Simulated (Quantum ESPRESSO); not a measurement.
# HgTe (Coloradoite): zone-centre phonons under several settings

```
Hg Te
1.0
     0.00000    3.21450    3.21450
     3.21450    0.00000    3.21450
     3.21450    3.21450    0.00000
Hg Te
1 1
Direct
  0.00000 0.00000 0.00000
  0.75000 0.75000 0.75000
```

All runs used Quantum ESPRESSO 7.5; k mesh 5 × 5 × 5; relaxed cell; no spin polarisation; cutoff 612 eV; occupations cold, width 0.2 eV.

| level | potentials | volume (Å³/atom) | lowest optical mode without the field (cm⁻¹) |
| --- | --- | --- | --- |
| LDA | GBRV 1.5 LDA | 33.73 | 117 |
| PBE | GBRV 1.5 PBE | 37.12 | 96 |
| PBEsol | GBRV 1.5 PBEsol | 34.86 | 110 |
| AM05 | GBRV 1.5 PBE | 35.36 | 105 |
| RPBE | GBRV 1.5 PBE | 38.84 | 85 |
| revPBE | GBRV 1.5 PBE | ? | ? |
| vdW-DF-cx | GBRV 1.5 PBE | 35.29 | 108 |

Task: What stands in the row left open?

Result: Volume 38.36 Å³/atom; lowest optical mode without the field 88 cm⁻¹.

Caveats: the mesh is thin for the phonons of a metal; the potentials were made for another functional, which shifts forces and pressure (some runs); the volume moved by over 15 % at a fixed basis, so the end points are rough (some runs).

For the row left open. Caveat: the k mesh is coarse; the mesh is thin for the phonons of a metal; the potentials were made for another functional, which shifts forces and pressure; the volume moved by over 15 % at a fixed basis, so the end points are rough.
